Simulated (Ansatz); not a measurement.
# Si (I4_1/amd) in Ansatz: a series of runs

One crystal, Si, is run at these levels: PBEsol; tasks: single point, equation of state.

All numbers are computed with Ansatz 0.2.0; they aren't measurements. Logs are shortened: lines on timing, memory, paths and dates and some standing lists are left out, and cuts for length are marked.

## (1) The structure

The structure is tetragonal, space group I4_1/amd (No. 141). The conventional cell has a = 4.743 Å, b = 4.743 Å, c = 2.659 Å, α = 90.00°, β = 90.00°, γ = 90.00°. Si (site symmetry -4m2) is surrounded by 6 Si at 2.46 to 2.66 Å.

This isn't the form of Si at room conditions, which is diamond.

## (2) Single point, PBEsol, 14.05 Å³/atom (volume scaled by 0.94)

input.yaml

```yaml
crystal:
  lattice:
    - [-2.3229633681, 2.3229633681, 1.3021299107]
    - [2.3229633681, -2.3229633681, 1.3021299107]
    - [2.3229633681, 2.3229633681, -1.3021299107]
  atoms:
    - { symbol: Si, position: [0.5, 0.5, 0.0] }
    - { symbol: Si, position: [0.25, 0.75, 0.5] }
hamiltonian:
  xc: pbesol
  pseudopotentials: { kind: paw }
kpoints:
  mp_grid: { grid: [11, 11, 11] }
scf:
  occupations: { method: fermi_dirac, width: 0.05 }
output:
  forces: true
  stress: true
  eigenvalues: true
  write_density: true
  write_potential: true
  elf: true
  volumetric_format: npy
```

Potentials or basis: Ansatz PAW.

Command:

```console
ansatz run input.yaml --threads 2 --pin off --max-ram 5632MiB --backend cpu --events-out ev --progress --plain --runs-dir out
```

The program printed:

```text
Warning: RAYON_NUM_THREADS=2 ignored (pool sized by the plan → 2); use --threads N
Engine: ansatz 0.2.0, x86_64-unknown-linux-gnu
Pseudopotentials: kind: paw
Pseudopotential: Si, paw, valence charge 4, recommended cutoff 420 eV (normal), Si.paw.azcp
Functional definition: PBEsol
  exchange = pbesol_x
  correlation = pbesol_c
Crystal: 2 atoms, lattice volume = 28.106 Å³
Basis set: ecut = 420 eV, 541 PW (Γ), exchange–correlation on 48×48×48 points (8 copies of the dense FFT grid, shifted against one another)
Bands: 8, of which v1, the nominal top of the filled ones, is band 4 counted from 1 (3 counted from 0)
Symmetry: 16 space group operations
Space group: I41/amd (ITA 141), of the structure as read, at distance tolerance 3.0e-5 Å
k-points: 126 of 1331
Non-local potential: Si, projectors of the file, l = 0: 2, l = 1: 2, l = 2: 2
PAW form: soft (Blöchl's): semilocal exchange-correlation on the pseudo side does not see the compensation charge
PAW frozen core: Si, regenerated for the run's functional, and the local potential with it (the file was generated under x = pbe(κ = 0.804, μ = 0.2195149727645171), c = pbe(β = 0.06672455060314922))
PAW one-centre angular grid: Si, 110 points (default); XC on 64 Gauss nodes
Initial density: superposition of atomic densities (neutral atoms: chi_scale 0, normalization atom), corrected by the library's trained network
Initial wavefunctions: pseudopotential atomic-orbital guess
Functional: x = pbesol(κ = 0.804, μ = 0.12345679012345678), c = pbesol(β = 0.046)
SCF iter   1: F=—  HF=-1242.550225 eV  |F-HF|=—  |Δ(HF+E_count)|=         —  Δρ=1.92e-3  dr2=3.63e-4  ethr=1.77e-3  ⟨swp⟩=5.1  Hψ=8216  notcnv=0
preconditioner: auto → none  [metal: Δε(μ)=0.018 eV  Ē_g=10.625 eV  σ=0.050 eV  W_gap=0.09  n_scr=4 (ndim 8)  ℏωp=19.8 eV  f_vac=0.000  D(μ)=0.79/eV (n_scr^D=4)  sad-step TF]
SCF iter   2: F=—  HF=-1242.550355 eV  |F-HF|=—  |Δ(HF+E_count)|=   1.29e-4  Δρ=1.10e-3  dr2=1.25e-4  ethr=4.53e-6  ⟨swp⟩=1.9  Hψ=2165  notcnv=0
SCF iter   3: F=—  HF=-1242.550398 eV  |F-HF|=—  |Δ(HF+E_count)|=   4.29e-5  Δρ=6.19e-5  dr2=6.82e-7  ethr=1.56e-6  ⟨swp⟩=1.0  Hψ=1003  notcnv=0
SCF iter   4: F=—  HF=-1242.550375 eV  |F-HF|=—  |Δ(HF+E_count)|=   2.31e-5  Δρ=1.14e-5  dr2=1.63e-8  ethr=8.52e-9  ⟨swp⟩=2.1  Hψ=1492  notcnv=0
iter 5 did not close the SCF: its close was put off for the readings that it lacked (scf_convergence_deferred on its scf_iter line)
SCF iter   5: F=-1242.550375 eV  HF=-1242.550375 eV  |F-HF|=2.18e-11  |Δ(HF+E_count)|=  4.28e-10  Δρ=8.06e-7  dr2=1.11e-10  ethr=2.04e-10  ⟨swp⟩=2.0  Hψ=1493  notcnv=0
SCF iter   6: F=-1242.550375 eV  HF=-1242.550375 eV  |F-HF|=0.00e0  |Δ(HF+E_count)|=  1.57e-11  Δρ=1.25e-7  dr2=3.10e-12  ethr=1.39e-12  ⟨swp⟩=3.2  Hψ=4154  notcnv=0
SCF 1 converged in 6 iterations: F = -1242.550375 eV  dr2 = 3.10e-12
SCF converged after 6 iterations
Free energy (F): -1242.550375 eV
Harris-Foulkes:  -1242.550375 eV  (|F-HF|=0.00e0)
Internal energy: -1242.543897 eV  (E = F + TS)
E sigma→0 (E₀):  -1242.547136 eV
Entropy (-TS):   -0.006478 eV (-3.239 meV/atom)
Fermi energy:    10.732165 eV
--- Per-component energies (eV) ---
  E_band       = 40.031456
  E_kinetic    = 85.331384
  E_local      = 0.697434  (includes V_loc(G=0)·N_el)
  E_nonlocal   = 51.935669
  E_hartree    = 2.006017
  E_xc         = -112.264364
  E_vxc        = -97.405082  (∫ρ·V_xc dr)
  E_paw        = -997.470661  (= ΣΔE_a)
  E_vpaw       = -4.539997  (= ΣTr[D̂ρ^β])
  E_aug_tail   = 0.000013  (compensation charges beyond the density's cutoff)
  E_ewald      = -272.842510
  E_core_change = 0.063121  (= ΣΔE_core)
  E_smearing   = -0.006478  (= −TS)
  E_closure    = -0.000000  (closes the sum)
  Σ components = -1242.550375   (vs F -1242.550375, Δ=0.00e0)
--- Forces (eV/Å), atoms counted from 1 ---
  atom   1  Si    -0.00000000    -0.00000000    -0.00000000
  atom   2  Si     0.00000000    -0.00000000     0.00000000
  max |Σ_I F_I| component: 6.94e-17 eV/Å
--- Stress (GPa, compression-positive) ---
       10.422788       0.000000       0.000000
        0.000000      10.422788      -0.000000
        0.000000      -0.000000       6.565947
  P = ⅓ Tr σ = 9.1372 GPa (91.372 kbar)
--- Band table (eV; the first three rows and the last of 126) ---
  k-point 0: bands = ["-3.7432", "8.1570", "8.1570", "9.2169", "11.9543", "18.4997", "20.3846", "20.3846"]
  k-point 1: bands = ["-3.6328", "6.7503", "8.2557", "10.0866", "12.7636", "17.4693", "19.6091", "20.2852"]
  k-point 2: bands = ["-3.3020", "4.9009", "8.5516", "10.7413", "14.7562", "15.8837", "18.2464", "19.9500"]
  k-point 125: bands = ["1.5936", "2.3276", "3.4784", "4.2040", "16.4466", "16.4644", "23.9835", "24.5713"]
```

Wall time 3.8 s (2 threads of Intel Xeon at 2.50GHz (Skylake/Cascade Lake), shared host); peak memory 0.34 GiB.

What came out:

| Property | Result |
| --- | --- |
| Free energy | -1242.5504 eV |
| Pressure | 9.1 GPa |
| Band gap on the k mesh | none (metal or under the smearing width) |

Caveat: the PAW data sets come from PBE, with cores solved anew for the run's functional, which leaves a small shift of forces and pressure.

## (3) Single point, PBEsol, 14.35 Å³/atom (volume scaled by 0.96)

input.yaml

```yaml
crystal:
  lattice:
    - [-2.339322804, 2.339322804, 1.3113001418]
    - [2.339322804, -2.339322804, 1.3113001418]
    - [2.339322804, 2.339322804, -1.3113001418]
  atoms:
    - { symbol: Si, position: [0.5, 0.5, 0.0] }
    - { symbol: Si, position: [0.25, 0.75, 0.5] }
hamiltonian:
  xc: pbesol
  pseudopotentials: { kind: paw }
kpoints:
  mp_grid: { grid: [11, 11, 11] }
scf:
  occupations: { method: fermi_dirac, width: 0.05 }
output:
  forces: true
  stress: true
  eigenvalues: true
```

Potentials or basis: Ansatz PAW.

Command:

```console
ansatz run input.yaml --threads 2 --pin off --max-ram 5632MiB --backend cpu --events-out ev --progress --plain --runs-dir out
```

It took 3.3 s on 2 threads of Intel Xeon at 2.50GHz (Skylake/Cascade Lake), shared host; peak memory 0.33 GiB.

The run converged. Its results:

```yaml
Free_energy: -1242.5785 eV
Pressure: 6.0 GPa
Band_gap_on_the_k_mesh: none (metal or under the smearing width)
```

Caveat: the PAW data sets come from PBE, with cores solved anew for the run's functional, which leaves a small shift of forces and pressure.

## (4) Single point, PBEsol, 14.65 Å³/atom (volume scaled by 0.98)

Changes to input.yaml since step 3:

```diff
@@ -2,5 +2,5 @@
   lattice:
-    - [-2.339322804, 2.339322804, 1.3113001418]
-    - [2.339322804, -2.339322804, 1.3113001418]
-    - [2.339322804, 2.339322804, -1.3113001418]
+    - [-2.3554565746, 2.3554565746, 1.3203438769]
+    - [2.3554565746, -2.3554565746, 1.3203438769]
+    - [2.3554565746, 2.3554565746, -1.3203438769]
   atoms:
@@ -19 +19,5 @@
   eigenvalues: true
+  write_density: true
+  write_potential: true
+  elf: true
+  volumetric_format: npy
```

Command:

```console
ansatz run input.yaml --threads 2 --pin off --max-ram 5632MiB --backend cpu --events-out ev --progress --plain --runs-dir out
```

Wall time 3.8 s (2 threads of Intel Xeon at 2.50GHz (Skylake/Cascade Lake), shared host); peak memory 0.34 GiB.

Results (log left out):

* Free energy: -1242.5956 eV
* Pressure: 3.2 GPa
* Band gap on the k mesh: none (metal or under the smearing width)

Caveat: the PAW data sets come from PBE, with cores solved anew for the run's functional, which leaves a small shift of forces and pressure.

## (5) Single point, PBEsol, 14.95 Å³/atom

input.yaml

```yaml
crystal:
  lattice:
    - [-2.3713723045, 2.3713723045, 1.3292653899]
    - [2.3713723045, -2.3713723045, 1.3292653899]
    - [2.3713723045, 2.3713723045, -1.3292653899]
  atoms:
    - { symbol: Si, position: [0.5, 0.5, 0.0] }
    - { symbol: Si, position: [0.25, 0.75, 0.5] }
hamiltonian:
  xc: pbesol
  pseudopotentials: { kind: paw }
kpoints:
  mp_grid: { grid: [11, 11, 11] }
scf:
  occupations: { method: fermi_dirac, width: 0.05 }
output:
  forces: true
  stress: true
  eigenvalues: true
```

Command:

```console
ansatz run input.yaml --threads 2 --pin off --max-ram 5632MiB --backend cpu --events-out ev --progress --plain --runs-dir out
```

Wall time 3 s (2 threads of Intel Xeon at 2.50GHz (Skylake/Cascade Lake), shared host); peak memory 0.34 GiB.

The run converged. Its results:

```
Free energy            : -1242.6028 eV
Pressure               : 0.7 GPa
Band gap on the k mesh : none (metal or under the smearing width)
```

Caveat: the PAW data sets come from PBE, with cores solved anew for the run's functional, which leaves a small shift of forces and pressure.

## (6) Single point, PBEsol, 15.25 Å³/atom (volume scaled by 1.02)

Changes to input.yaml since step 5:

```diff
@@ -2,5 +2,5 @@
   lattice:
-    - [-2.3713723045, 2.3713723045, 1.3292653899]
-    - [2.3713723045, -2.3713723045, 1.3292653899]
-    - [2.3713723045, 2.3713723045, -1.3292653899]
+    - [-2.3870772145, 2.3870772145, 1.3380687285]
+    - [2.3870772145, -2.3870772145, 1.3380687285]
+    - [2.3870772145, 2.3870772145, -1.3380687285]
   atoms:
```

Potentials or basis: Ansatz PAW.

Command:

```console
ansatz run input.yaml --threads 2 --pin off --max-ram 5632MiB --backend cpu --events-out ev --progress --plain --runs-dir out
```

Wall time 2.8 s (2 threads of Intel Xeon at 2.50GHz (Skylake/Cascade Lake), shared host); peak memory 0.34 GiB.

The run converged. Its results:

```yaml
Free_energy: -1242.6011 eV
Pressure: -1.6 GPa
Band_gap_on_the_k_mesh: none (metal or under the smearing width)
```

Caveat: the PAW data sets come from PBE, with cores solved anew for the run's functional, which leaves a small shift of forces and pressure.

## (7) Single point, PBEsol, 15.55 Å³/atom (volume scaled by 1.04)

Changes to input.yaml since step 6:

```diff
@@ -2,5 +2,5 @@
   lattice:
-    - [-2.3870772145, 2.3870772145, 1.3380687285]
-    - [2.3870772145, -2.3870772145, 1.3380687285]
-    - [2.3870772145, 2.3870772145, -1.3380687285]
+    - [-2.4025781503, 2.4025781503, 1.3467577299]
+    - [2.4025781503, -2.4025781503, 1.3467577299]
+    - [2.4025781503, 2.4025781503, -1.3467577299]
   atoms:
```

Command:

```console
ansatz run input.yaml --threads 2 --pin off --max-ram 5632MiB --backend cpu --events-out ev --progress --plain --runs-dir out
```

Wall time 2.8 s (2 threads of Intel Xeon at 2.50GHz (Skylake/Cascade Lake), shared host); peak memory 0.34 GiB.

It converged, with:

| Quantity | Value |
| --- | --- |
| Free energy | -1242.5914 eV |
| Pressure | -3.6 GPa |
| Band gap on the k mesh | none (metal or under the smearing width) |

Caveat: the PAW data sets come from PBE, with cores solved anew for the run's functional, which leaves a small shift of forces and pressure.

## (8) Single point, PBEsol, 15.85 Å³/atom (volume scaled by 1.06)

input.yaml

```yaml
crystal:
  lattice:
    - [-2.4178816084, 2.4178816084, 1.3553360359]
    - [2.4178816084, -2.4178816084, 1.3553360359]
    - [2.4178816084, 2.4178816084, -1.3553360359]
  atoms:
    - { symbol: Si, position: [0.5, 0.5, 0.0] }
    - { symbol: Si, position: [0.25, 0.75, 0.5] }
hamiltonian:
  xc: pbesol
  pseudopotentials: { kind: paw }
kpoints:
  mp_grid: { grid: [11, 11, 11] }
scf:
  occupations: { method: fermi_dirac, width: 0.05 }
output:
  forces: true
  stress: true
  eigenvalues: true
  write_density: true
  write_potential: true
  elf: true
  volumetric_format: npy
```

Command:

```console
ansatz run input.yaml --threads 2 --pin off --max-ram 5632MiB --backend cpu --events-out ev --progress --plain --runs-dir out
```

It took 3.6 s on 2 threads of Intel Xeon at 2.50GHz (Skylake/Cascade Lake), shared host; peak memory 0.34 GiB.

The run converged. Its results:

* Free energy: -1242.5747 eV
* Pressure: -5.4 GPa
* Band gap on the k mesh: none (metal or under the smearing width)

Caveat: the PAW data sets come from PBE, with cores solved anew for the run's functional, which leaves a small shift of forces and pressure.

## (9) Equation of state, PBEsol

Potentials or basis: Ansatz PAW.

This step only gathers the single runs of the series.

Results:

```yaml
Equilibrium_volume: 15.04 Å³/atom
Bulk_modulus_at_fixed_shape_and_positions: 116 GPa
Pressure_derivative_of_the_bulk_modulus: 4.6
```

Energy against volume, from the lowest point:
| volume (Å³/atom) | energy (meV/atom) |
| --- | --- |
| 14.053 | 26.21 |
| 14.352 | 12.13 |
| 14.651 | 3.58 |
| 14.950 | 0.00 |
| 15.249 | 0.86 |
| 15.548 | 5.69 |
| 15.847 | 14.05 |

Caveat: the cell was scaled at fixed shape and fractional positions, which overstates the stiffness of a crystal with free parameters, most of all of layers and chains.
